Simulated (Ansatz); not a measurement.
# MnO (Pm-3m) in Ansatz: reference runs

Reference runs on MnO: the cell as given and a disturbed copy.

Program: Ansatz 0.2.0. These are calculated values, not measurements. Logs are shortened: lines on timing, memory, paths and dates and some standing lists are left out, and cuts for length are marked.

### 1 The structure

It takes space group Pm-3m (No. 221, cubic). Conventional cell: a = 2.672 Å, b = 2.672 Å, c = 2.672 Å, α = 90.00°, β = 90.00°, γ = 90.00°. Mn (site symmetry m-3m) has 8 O at 2.31 Å as nearest neighbours. O (site symmetry m-3m) has 8 Mn at 2.31 Å as nearest neighbours.

Measurements of this composition are mostly on another form, of space group No. 225.

### 2 Single point, PBE, collinear spin, ferromagnetic start

File input.yaml:

```yaml
crystal:
  lattice:
    - [2.67238866, 0.0, 0.0]
    - [0.0, 2.67238866, 0.0]
    - [0.0, 0.0, 2.67238866]
  atoms:
    - { symbol: Mn, position: [0.0, 0.0, 0.0], spin: 4.0 }
    - { symbol: O, position: [0.5, 0.5, 0.5] }
kpoints:
  mp_grid: { grid: [10, 10, 10] }
scf:
  occupations: { method: fermi_dirac, width: 0.05 }
hamiltonian:
  xc: pbe
  pseudopotentials: { kind: all_electron, lapw: { basis_error: 0.001 } }
magnetization:
  spin_polarized: true
output:
  forces: true
  stress: true
  eigenvalues: true
  populations: true
```

Potentials or basis: all-electron LAPW, scalar-relativistic.

Launch:

```sh
> ansatz run input.yaml --threads 2 --pin off --max-ram 6144MiB --backend cpu --events-out ev --progress --plain --runs-dir out
```

Output:

```text
Warning: RAYON_NUM_THREADS=2 ignored (pool sized by the plan → 2); use --threads N
Mn: projections on atomic orbitals take those of the free atom 1s2 2s2 2p6 3s2 3p6 3d5 4s2, of charge +0.00 (hamiltonian.pseudopotentials.projection_atoms)
O: projections on atomic orbitals take those of the free atom 1s2 2s2 2p4, of charge +0.00 (hamiltonian.pseudopotentials.projection_atoms)
LAPW: plane waves up to 8.832 Å⁻¹, error target 1.0e-3 eV per atom; small_component_spin mean_spin; O in spheres of 1.061 Å, 6 of its electrons in bands, Dirac shells []; Mn in spheres of 1.253 Å, 15 of its electrons in bands, Dirac shells [] (how accurate: hamiltonian.pseudopotentials.lapw.basis_error, Limitations)
Engine: ansatz 0.2.0, x86_64-unknown-linux-gnu
Pseudopotentials: kind: all_electron
Pseudopotential: Mn, LAPW, valence charge 15, lapw/all_electron/scalar/gaussian/Mn, Koelling and Harmon's equation, gaussian nucleus
Pseudopotential: O, LAPW, valence charge 6, lapw/all_electron/scalar/gaussian/O, Koelling and Harmon's equation, gaussian nucleus
Functional definition: PBE
  parameter kappa = 0.804
  parameter beta = 0.06672455060314922
  exchange = pbe_x(kappa = kappa, mu = beta*pi^2/3)
  correlation = pbe_c(beta = beta)
Crystal: 2 atoms, lattice volume = 19.085 Å³
Basis set: ecut = 297.16588396382656 eV, 251 PW (Γ), exchange–correlation at level 2
Bands: 17, of which v1, the nominal top of the filled ones, is band 11 counted from 1 (10 counted from 0)
Symmetry: 48 space group operations
Space group: Pm-3m (ITA 221), of the structure as read, at distance tolerance 2.7e-5 Å
Magnetic group: BNS 221.92 (UNI 1594), of the structure as read, at distance tolerance 2.7e-5 Å
k-points: 56 of 1000
Non-local potential: Mn, projectors of the file, none
Non-local potential: O, projectors of the file, none
Initial density: superposition of atomic densities (chi_scale 0.1, normalization cell, long waves kept (reshape's long-wave potential 0.00 eV rms))
Starting moments: Σ|m| = 4 μB on 1 of 2 sites
Initial wavefunctions: plane waves of lowest kinetic energy (no species holds an atomic orbital)
Functional: x = pbe(κ = 0.804, μ = 0.2195149727645171), c = pbe(β = 0.06672455060314922)
iter 1 solved again at ethr=7.53e-3 eV; its pass at ethr=1.00e-1 eV (dr2=1.58e0 eV) is discarded
SCF iter   1: F=—  HF=-33576.241052 eV  |F-HF|=—  |Δ(HF+E_count)|=         —  Δρ=5.95e-2 (↑4.58e-2 ↓5.95e-2)  dr2=1.58e0  dr2_m=1.89e-1  M=4.947 μB ∫|m|=4.947 μB  β_m=0.30  ethr=7.53e-3  ⟨swp⟩=2.0  Hψ=13604  notcnv=0
Mixer restart at iter 1: flushing history
preconditioner: auto → none  [metal: Δε(μ)=0.057 eV  Ē_g=14.626 eV  σ=0.050 eV  W_gap=0.27  n_scr=6 (ndim 8)  ℏωp=30.6 eV  f_vac=0.000  D(μ)=0.43/eV (n_scr^D=0)  sad-step TF]
SCF iter   2: F=—  HF=-33575.246539 eV  |F-HF|=—  |Δ(HF+E_count)|=   9.95e-1  Δρ=2.55e-2 (↑2.04e-2 ↓2.55e-2)  dr2=3.58e-1  dr2_m=3.12e-2  M=4.663 μB ∫|m|=4.664 μB  β_m=0.38  ethr=7.53e-3  ⟨swp⟩=2.0  Hψ=5697  notcnv=0
SCF iter   3: F=—  HF=-33575.198146 eV  |F-HF|=—  |Δ(HF+E_count)|=   4.84e-2  Δρ=6.96e-3 (↑6.96e-3 ↓5.55e-3)  dr2=3.90e-2  dr2_m=3.50e-4  M=4.439 μB ∫|m|=4.440 μB  β_m=0.50  ethr=1.71e-3  ⟨swp⟩=2.0  Hψ=5712  notcnv=0
iter 4 solved again at ethr=1.34e-6 eV; its pass at ethr=1.86e-4 eV (dr2=2.81e-4 eV) is discarded
SCF iter   4: F=—  HF=-33575.252901 eV  |F-HF|=—  |Δ(HF+E_count)|=         —  Δρ=2.86e-3 (↑2.81e-3 ↓2.86e-3)  dr2=2.80e-4  dr2_m=1.25e-3  M=4.354 μB ∫|m|=4.355 μB  β_m=0.50  ethr=1.34e-6  ⟨swp⟩=2.0  Hψ=9262  notcnv=0
Mixer restart at iter 4: flushing history
the basis was enlarged: its passes take 2.1 MiB over the memory plan, 2 of 2 planned eigensolver slots
SCF iter   5: F=—  HF=-33575.273276 eV  |F-HF|=—  |Δ(HF+E_count)|=   2.04e-2  Δρ=2.43e-3 (↑2.43e-3 ↓2.15e-3)  dr2=4.57e-4  dr2_m=7.84e-4  M=4.332 μB ∫|m|=4.333 μB  β_m=0.75  ethr=1.34e-6  ⟨swp⟩=3.0  Hψ=6032  notcnv=0
SCF iter   6: F=—  HF=-33575.287541 eV  |F-HF|=—  |Δ(HF+E_count)|=   1.43e-2  Δρ=2.89e-3 (↑2.04e-3 ↓2.89e-3)  dr2=1.44e-3  dr2_m=8.44e-4  M=4.262 μB ∫|m|=4.263 μB  β_m=0.63  ethr=1.34e-6  ⟨swp⟩=3.0  Hψ=5932  notcnv=0
SCF iter   7: F=—  HF=-33575.291914 eV  |F-HF|=—  |Δ(HF+E_count)|=   4.37e-3  Δρ=1.23e-3 (↑1.10e-3 ↓1.23e-3)  dr2=5.79e-5  dr2_m=2.24e-4  M=4.218 μB ∫|m|=4.219 μB  β_m=0.59  ethr=1.34e-6  ⟨swp⟩=3.0  Hψ=6034  notcnv=0
SCF iter   8: F=—  HF=-33575.292159 eV  |F-HF|=—  |Δ(HF+E_count)|=   2.45e-4  Δρ=6.73e-4 (↑5.71e-4 ↓6.73e-4)  dr2=1.70e-4  dr2_m=3.64e-5  M=4.196 μB ∫|m|=4.198 μB  β_m=0.65  ethr=2.76e-7  ⟨swp⟩=3.0  Hψ=5805  notcnv=0
SCF iter   9: F=—  HF=-33575.292041 eV  |F-HF|=—  |Δ(HF+E_count)|=   1.18e-4  Δρ=1.20e-4 (↑4.98e-5 ↓1.20e-4)  dr2=7.40e-6  dr2_m=2.67e-7  M=4.188 μB ∫|m|=4.190 μB  β_m=0.82  ethr=2.76e-7  ⟨swp⟩=2.0  Hψ=5023  notcnv=0
SCF iter  10: F=—  HF=-33575.292043 eV  |F-HF|=—  |Δ(HF+E_count)|=   1.78e-6  Δρ=1.88e-5 (↑7.24e-6 ↓1.88e-5)  dr2=8.34e-8  dr2_m=1.91e-8  M=4.187 μB ∫|m|=4.189 μB  β_m=0.91  ethr=3.52e-8  ⟨swp⟩=2.0  Hψ=5022  notcnv=0
SCF iter  11: F=—  HF=-33575.292043 eV  |F-HF|=—  |Δ(HF+E_count)|=   1.46e-7  Δρ=3.01e-6 (↑2.37e-6 ↓3.01e-6)  dr2=5.23e-10  dr2_m=1.03e-9  M=4.187 μB ∫|m|=4.188 μB  β_m=0.96  ethr=3.97e-10  ⟨swp⟩=2.6  Hψ=5207  notcnv=0
SCF iter  12: F=-33575.292043 eV  HF=-33575.292043 eV  |F-HF|=3.78e-10  |Δ(HF+E_count)|=   2.60e-8  Δρ=6.31e-7 (↑5.45e-7 ↓6.31e-7)  dr2=1.70e-10  dr2_m=2.67e-11  M=4.186 μB ∫|m|=4.188 μB  ethr=2.49e-12  ⟨swp⟩=3.0  Hψ=5950  notcnv=0
SCF 1 converged in 12 iterations: F = -33575.292043 eV  dr2 = 1.70e-10
SCF converged after 12 iterations
Magnetization: 4.1864 μB (12.5932 up, 8.4068 down)
Absolute magnetization: 4.1879 μB (∫|ρ↑−ρ↓|)
Spin contamination: 0.0286 ħ² per cell (⟨S²⟩ above its minimum at these occupations)
Per-site moments (μB) at R_I (Å): [(3.9280305643594584, 1.2531794496208266), (0.1362470873495143, 1.0611769842380294)]
Free energy (F): -33575.292043 eV
Harris-Foulkes:  -33575.292043 eV  (|F-HF|=3.78e-10)
Internal energy: -33575.275572 eV  (E = F + TS)
E sigma→0 (E₀):  -33575.283808 eV
Entropy (-TS):   -0.016471 eV (-8.235 meV/atom)
Fermi energy:    15.456621 eV
--- Per-component energies (eV) ---
  E_band       = -195.893325
  E_kinetic    = 33974.174199
  E_xc         = -1658.733565
  E_electrostatic = -65890.716206  (all electrons and nuclei)
  E_smearing   = -0.016471  (= −TS)
  E_closure    = 0.000000  (closes the sum)
  E_atoms      = -33559.639824  (free atoms, spherical and without spin; not in F)
  Σ components = -33575.292043   (vs F -33575.292043, Δ=0.00e0)
  Basis errors (estimates in eV, not in F): energy 3.6e-4 per atom: plane waves 3.1e-4 (1.6e-4 summed), levels above the bands 2.5e-149, relativity 7.8e-8, radial functions 5.4e-5, core shells 1.7e-6; eigenvalues (radial functions only) 3.0e-6; not estimated: angular momenta, meshes, grids; target (lapw.basis_error) 1.0e-3; muffin-tin radii O 1.061 Å, Mn 1.253 Å
--- Forces (eV/Å), atoms counted from 1 ---
  atom   1  Mn    -0.00000000     0.00000000     0.00000000
  atom   2  O      0.00000000    -0.00000000     0.00000000
  max |Σ_I F_I| component: 1.31e-31 eV/Å
--- Stress (GPa, compression-positive) ---
        5.638090      -0.000000       0.000000
       -0.000000       5.638090       0.000000
        0.000000       0.000000       5.638090
  P = ⅓ Tr σ = 5.6381 GPa (56.381 kbar)
--- Band table (eV; the first three rows and the last of 112) ---
  k-point 0 ↑: bands = ["-65.6254", "-34.2978", "-34.2978", "-34.2978", "-4.8119", "11.3936", "11.3936", "12.4381", "12.4381", "12.4381", "14.1084", "14.1084", "14.1084", "15.7945", "30.4285", "30.4285", "34.7039"]
  k-point 1 ↑: bands = ["-65.6234", "-34.3167", "-34.2962", "-34.2962", "-4.7156", "10.8602", "11.4328", "12.2325", "12.2325", "12.4271", "14.1181", "14.3326", "14.3326", "16.4595", "29.8261", "30.4162", "34.5379"]
  k-point 2 ↑: bands = ["-65.6183", "-34.3659", "-34.2920", "-34.2920", "-4.4508", "9.5225", "11.5370", "11.8282", "11.8282", "12.9052", "14.1434", "14.7910", "14.7910", "17.6937", "28.3257", "30.3795", "34.0176"]
  k-point 55 ↓: bands = ["-61.3108", "-30.2910", "-30.2910", "-30.2910", "-2.0246", "9.1385", "9.1385", "9.1385", "18.8309", "18.8309", "19.0551", "19.0551", "19.0551", "23.2750", "23.2750", "23.2750", "33.4222"]
--- Löwdin populations: 2 sites ---
  site symbol       q [e]    m [muB]
     0     Mn     23.9546     4.0250
     1      O      8.9286     0.1437
  spilling = 0.003538 (of n_electrons = 33.000000)
```

Run time: 33 s. Hardware: 2 threads of Intel Xeon at 2.50GHz (Skylake/Cascade Lake), shared host; peak memory 0.44 GiB.

Results:

```yaml
Free_energy: -33575.2920 eV
Pressure: 5.6 GPa
Band_gap_on_the_k_mesh: none (metal or under the smearing width)
Net_moment: 4.19 μB per cell
Absolute_moment: 4.19 μB per cell
Site_moments: Mn +3.93; O +0.14 μB
Loewdin_charges: Mn +1.05; O -0.93 e
```

Caveat: the atomic charges don't sum to the cell's charge; a cell with one magnetic atom can't hold antiferromagnetic order, which such compounds often take; semilocal functionals often make such compounds metallic where correlation or magnetic order opens a gap, which also shifts bond lengths.

### 3 Equation of state, PBE, collinear spin, ferromagnetic start

Potentials or basis: all-electron LAPW, scalar-relativistic.

No new run: the results of the series are fitted here.

What came out:

```
Equilibrium volume : outside the volumes run
```

Energy against volume, from the lowest point:
| volume (Å³/atom) | energy (meV/atom) |
| --- | --- |
| 8.970 | 38.91 |
| 9.161 | 31.13 |
| 9.352 | 26.11 |
| 9.543 | 19.24 |
| 9.734 | 12.93 |
| 9.924 | 6.64 |
| 10.115 | 0.00 |

### 4 Single point, PBE, collinear spin, ferromagnetic start (atoms moved at random, drawn with an rms of 0.05 Å)

Edit input.yaml of step 2 so:

```diff
@@ -6,4 +6,4 @@
   atoms:
-    - { symbol: Mn, position: [0.0, 0.0, 0.0], spin: 4.0 }
-    - { symbol: O, position: [0.5, 0.5, 0.5] }
+    - { symbol: Mn, position: [0.012316, 0.002623, -0.003503], spin: 4.0 }
+    - { symbol: O, position: [0.484489, 0.502167, 0.500348] }
 kpoints:
```

Potentials or basis: all-electron LAPW, scalar-relativistic.

Launch:

```sh
> ansatz run input.yaml --threads 2 --pin off --max-ram 6144MiB --backend cpu --events-out ev --progress --plain --runs-dir out
```

Output:

```text
Warning: RAYON_NUM_THREADS=2 ignored (pool sized by the plan → 2); use --threads N
Mn: projections on atomic orbitals take those of the free atom 1s2 2s2 2p6 3s2 3p6 3d5 4s2, of charge +0.00 (hamiltonian.pseudopotentials.projection_atoms)
O: projections on atomic orbitals take those of the free atom 1s2 2s2 2p4, of charge +0.00 (hamiltonian.pseudopotentials.projection_atoms)
LAPW: plane waves up to 9.040 Å⁻¹, error target 1.0e-3 eV per atom; small_component_spin mean_spin; O in spheres of 1.037 Å, 8 of its electrons in bands, Dirac shells []; Mn in spheres of 1.228 Å, 15 of its electrons in bands, Dirac shells [] (how accurate: hamiltonian.pseudopotentials.lapw.basis_error, Limitations)
Engine: ansatz 0.2.0, x86_64-unknown-linux-gnu
Pseudopotentials: kind: all_electron
Pseudopotential: Mn, LAPW, valence charge 15, lapw/all_electron/scalar/gaussian/Mn, Koelling and Harmon's equation, gaussian nucleus
Pseudopotential: O, LAPW, valence charge 8, lapw/all_electron/scalar/gaussian/O, Koelling and Harmon's equation, gaussian nucleus
Functional definition: PBE
  parameter kappa = 0.804
  parameter beta = 0.06672455060314922
  exchange = pbe_x(kappa = kappa, mu = beta*pi^2/3)
  correlation = pbe_c(beta = beta)
Crystal: 2 atoms, lattice volume = 19.085 Å³
Basis set: ecut = 311.38463194663535 eV, 251 PW (Γ), exchange–correlation at level 2
Bands: 18, of which v1, the nominal top of the filled ones, is band 12 counted from 1 (11 counted from 0)
Symmetry: 1 space group operations
Space group: P1 (ITA 1), of the structure as read, at distance tolerance 2.7e-5 Å
Magnetic group: BNS 1.1 (UNI 1), of the structure as read, at distance tolerance 2.7e-5 Å
k-points: 504 of 1000 (time reversal used)
Non-local potential: Mn, projectors of the file, none
Non-local potential: O, projectors of the file, none
Initial density: superposition of atomic densities (chi_scale 0.1, normalization cell, long waves kept (reshape's long-wave potential 0.00 eV rms))
Starting moments: Σ|m| = 4 μB on 1 of 2 sites
Initial wavefunctions: plane waves of lowest kinetic energy (no species holds an atomic orbital)
Functional: x = pbe(κ = 0.804, μ = 0.2195149727645171), c = pbe(β = 0.06672455060314922)
iter 1 solved again at ethr=7.34e-3 eV; its pass at ethr=1.00e-1 eV (dr2=1.69e0 eV) is discarded
SCF iter   1: F=—  HF=-33576.242695 eV  |F-HF|=—  |Δ(HF+E_count)|=         —  Δρ=6.06e-2 (↑4.83e-2 ↓6.06e-2)  dr2=1.69e0  dr2_m=2.01e-1  M=4.949 μB ∫|m|=4.949 μB  β_m=0.30  ethr=7.34e-3  ⟨swp⟩=2.0  Hψ=126207  notcnv=0
Mixer restart at iter 1: flushing history
preconditioner: auto → none  [metal: Δε(μ)=0.019 eV  Ē_g=14.636 eV  σ=0.050 eV  W_gap=0.09  n_scr=6 (ndim 8)  ℏωp=30.6 eV  f_vac=0.000  D(μ)=0.42/eV (n_scr^D=0)  sad-step TF]
SCF iter   2: F=—  HF=-33575.255323 eV  |F-HF|=—  |Δ(HF+E_count)|=   9.87e-1  Δρ=2.62e-2 (↑2.17e-2 ↓2.62e-2)  dr2=3.90e-1  dr2_m=3.36e-2  M=4.667 μB ∫|m|=4.667 μB  β_m=0.38  ethr=7.33e-3  ⟨swp⟩=2.0  Hψ=53391  notcnv=0
iter 3 solved again at ethr=1.63e-4 eV; its pass at ethr=1.70e-3 eV (dr2=3.75e-2 eV) is discarded
[... 12 lines left out ...]
SCF 1 converged in 12 iterations: F = -33575.288851 eV  dr2 = 3.28e-10
SCF converged after 12 iterations
Magnetization: 4.1805 μB (13.5903 up, 9.4097 down)
Absolute magnetization: 4.1819 μB (∫|ρ↑−ρ↓|)
Spin contamination: 0.0285 ħ² per cell (⟨S²⟩ above its minimum at these occupations)
Per-site moments (μB) at R_I (Å): [(3.8998822831030022, 1.2279883661408648), (0.13335453472196246, 1.0374901826801166)]
Free energy (F): -33575.288851 eV
Harris-Foulkes:  -33575.288851 eV  (|F-HF|=1.58e-9)
Internal energy: -33575.271989 eV  (E = F + TS)
E sigma→0 (E₀):  -33575.280420 eV
Entropy (-TS):   -0.016863 eV (-8.431 meV/atom)
Fermi energy:    15.460487 eV
--- Per-component energies (eV) ---
  E_band       = -1178.400795
  E_kinetic    = 33974.280322
  E_xc         = -1658.742630
  E_electrostatic = -65890.809680  (all electrons and nuclei)
  E_smearing   = -0.016863  (= −TS)
  E_closure    = 0.000000  (closes the sum)
  E_atoms      = -33559.639824  (free atoms, spherical and without spin; not in F)
  Σ components = -33575.288851   (vs F -33575.288851, Δ=0.00e0)
  Basis errors (estimates in eV, not in F): energy 3.6e-4 per atom: plane waves 3.1e-4 (1.7e-4 summed), levels above the bands 9.2e-150, relativity 1.9e-8, radial functions 5.3e-5, core shells 2.6e-8; eigenvalues (radial functions only) 2.0e-6; not estimated: angular momenta, meshes, grids; target (lapw.basis_error) 1.0e-3; muffin-tin radii O 1.037 Å, Mn 1.228 Å
--- Forces (eV/Å), atoms counted from 1 ---
  atom   1  Mn    -0.08108621    -0.00150589     0.01268880
  atom   2  O      0.08108469     0.00150597    -0.01268854
  max |Σ_I F_I| component: 1.52e-6 eV/Å
--- Stress (GPa, compression-positive) ---
        5.828319       0.004582      -0.038638
        0.004582       5.984571      -0.000649
       -0.038638      -0.000649       5.982053
  P = ⅓ Tr σ = 5.9316 GPa (59.316 kbar)
--- Band table (eV; the first three rows and the last of 1008) ---
  k-point 0 ↑: bands = ["-491.3015", "-65.6198", "-34.2934", "-34.2934", "-34.2903", "-4.8207", "11.2853", "11.3915", "12.4043", "12.4069", "12.5714", "14.1125", "14.1372", "14.1375", "15.7882", "30.3328", "30.4309", "34.7046"]
  k-point 1 ↑: bands = ["-491.3015", "-65.6178", "-34.3123", "-34.2918", "-34.2887", "-4.7245", "10.8333", "11.3494", "12.2039", "12.3251", "12.4401", "14.1134", "14.3572", "14.3654", "16.4501", "29.8159", "30.3514", "34.5367"]
  k-point 2 ↑: bands = ["-491.3015", "-65.6127", "-34.3616", "-34.2876", "-34.2845", "-4.4600", "9.5082", "11.4270", "11.8045", "11.9622", "12.8950", "14.1403", "14.8053", "14.8180", "17.6808", "28.3271", "30.3295", "34.0148"]
  k-point 503 ↓: bands = ["-491.1748", "-61.3125", "-30.2955", "-30.2955", "-30.2877", "-2.0418", "9.1326", "9.1329", "9.1460", "18.8283", "18.8286", "19.0188", "19.0191", "19.0594", "23.2813", "23.3307", "23.3316", "33.4071"]
--- Löwdin populations: 2 sites ---
  site symbol       q [e]    m [muB]
     0     Mn     23.9555     4.0183
     1      O      8.9276     0.1441
  spilling = 0.003541 (of n_electrons = 33.000000)
```

populations.tsv:

```text
# site	symbol	l	j	q_up	q_dn
# orbitals = lowdin
# n_electrons = 33.000000
# spilling = 0.003541
# projection_atom_Mn: 1s2 2s2 2p6 3s2 3p6 3d5 4s2
# projection_atom_O: 1s2 2s2 2p4
0	Mn	0_1S	-	0.999994	0.999994
0	Mn	0_2S	-	0.999690	0.999681
0	Mn	0_3S	-	0.992143	0.992050
0	Mn	0_4S	-	0.263159	0.219213
0	Mn	1_2P	-	2.999995	2.999992
0	Mn	1_3P	-	2.998621	2.997124
0	Mn	2_3D	-	4.733325	0.760541
1	O	0_1S	-	0.999736	0.999579
1	O	0_2S	-	0.952766	0.915039
1	O	1_2P	-	2.583379	2.477129
```

Wall time 6 min (2 threads of Intel Xeon at 2.50GHz (Skylake/Cascade Lake), shared host); peak memory 1.2 GiB.

Results:

| Item | Value |
| --- | --- |
| Free energy | -33575.2889 eV |
| Pressure | 5.9 GPa |
| Largest force | 0.082 eV/Å |
| Band gap on the k mesh | none (metal or under the smearing width) |
| Net moment | 4.18 μB per cell |
| Absolute moment | 4.18 μB per cell |
| Site moments | Mn +3.90; O +0.13 μB |
| Loewdin charges | Mn +1.04; O -0.93 e |

Forces in eV/Å, atoms in the order of the input:
```
Mn  -0.081 -0.002  0.013
O    0.081  0.002 -0.013
```

Caveat: the atomic charges don't sum to the cell's charge; a cell with one magnetic atom can't hold antiferromagnetic order, which such compounds often take; semilocal functionals often make such compounds metallic where correlation or magnetic order opens a gap, which also shifts bond lengths.

### 5 Summary

| task | cell | cutoff (eV) | basis error allowed | gap on the mesh (eV) | pressure (GPa) | moment (μB) |
| --- | --- | --- | --- | --- | --- | --- |
| single point | as given | 297 | 0.001 eV/atom | none | 5.6 | 4.19 |
| equation of state | as given | - | 0.0005 eV/atom | - | - | - |
| single point | atoms moved at random, drawn with an rms of 0.05 Å | 311 | 0.001 eV/atom | none | 5.9 | 4.18 |

Alike in all rows: level PBE; potentials or basis all-electron LAPW, scalar-relativistic; spin collinear, ferromagnetic start; k mesh 10 × 10 × 10; smearing fermi-dirac 0.05 eV.

Caveats: a cell with one magnetic atom can't hold antiferromagnetic order, which such compounds often take (some runs); semilocal functionals often make such compounds metallic where correlation or magnetic order opens a gap, which also shifts bond lengths (some runs).

Compare energies only between runs with the same functional and basis.
